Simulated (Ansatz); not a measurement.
# NbP: further runs on the relaxed cell

This session takes NbP and sets out to see whether it has a gap, which orbitals make up the states near it and how charge is shared.

Program: Ansatz 0.2.0. Level of theory: DFT PBEsol, scalar-relativistic, plane waves, PAW. These are calculated values, not measurements.

1 further run of the same task is left out (set aside as unsound or not needed).

**1. The structure to begin with**

Symmetry: I4_1md, No. 109, tetragonal system. Conventional cell: a = 3.320 Å, b = 3.320 Å, c = 11.290 Å, α = 90.00°, β = 90.00°, γ = 90.00°. Nb (site symmetry 2mm) is surrounded by 6 P at 2.52 Å. Around P (site symmetry 2mm) lie 6 Nb at 2.52 Å.

Structure file:

```xyz
4
Lattice="-1.6601 1.6601 5.6452 1.6601 -1.6601 5.6452 1.6601 1.6601 -5.6452" Properties=species:S:1:pos:R:3 pbc="T T T"
Nb    0.0000    0.0000    8.4699
Nb    1.6601    0.0000    5.6473
P     0.0000    0.0000    3.7534
P     1.6601    0.0000    0.9308
```

It goes back to an entry of the Materials Project.

This cell was relaxed beforehand with the same method: volume 15.56 Å³/atom, gap on the mesh none (metal).

**2. Bands, states and charges**

Input file input.yaml:

```yaml
crystal:
  lattice:
    - [-1.6601250189, 1.6601250189, 5.6451939414]
    - [1.6601250189, -1.6601250189, 5.6451939414]
    - [1.6601250189, 1.6601250189, -5.6451939414]
  atoms:
    - { symbol: Nb, position: [0.7501874487, 0.7501874487, 0.0] }
    - { symbol: Nb, position: [0.5001874487, 1.0001874487, 0.5] }
    - { symbol: P, position: [0.3324411263, 0.3324411263, 0.0] }
    - { symbol: P, position: [0.0824411263, 0.5824411263, 0.5] }
basis:
  ecutwfc: 420
kpoints:
  mp_grid: { grid: [18, 18, 18] }
  band_path:
    path:
      - [[0.0, 0.0, 0.0], [0.0, 0.0, 0.5], [0.25, 0.25, 0.25], [0.0, 0.5, 0.0], [0.0, 0.0, 0.0], [0.5, 0.5, -0.5], [0.27162041, 0.72837959, -0.27162041]]
      - [[-0.27162041, 0.27162041, 0.27162041], [0.0, 0.0, 0.0]]
      - [[0.0, 0.0, 0.5], [-0.04324081, 0.04324081, 0.5]]
      - [[0.5, 0.5, -0.04324081], [0.5, 0.5, -0.5]]
    npoints: 14
hamiltonian:
  xc: pbesol
scf:
  occupations: { method: gaussian, width: 0.1 }
  n_extra_bands: 10
output:
  forces: true
  stress: true
  eigenvalues: true
  populations: true
  dos: { projected: true, de: 0.02, nscf_kmesh: { grid: [27, 27, 27] } }
  bader: true
  write_density: true
  write_potential: true
  elf: true
  volumetric_format: npy
```

Run with:

```console
$ ansatz run input.yaml --threads 1 --pin off --max-ram 2560MiB --backend cpu --events-out ev --progress --plain --runs-dir out
```

**Question.** What will these runs give? Wanted: gap; states at the Fermi level; Bader charges.

As calculated:

```
                 quantity                 value
                      gap          none (metal)
states at the Fermi level  0.04 per eV per cell
            Bader charges   Nb +1.10, P -1.10 e
```

**Reading.** It comes out metallic. Of the projected weight within 0.25 eV of the Fermi level, the largest part is Nb 4d (85 %). Bader charges reach 1.1 e, so charge transfer in this metal is strong.
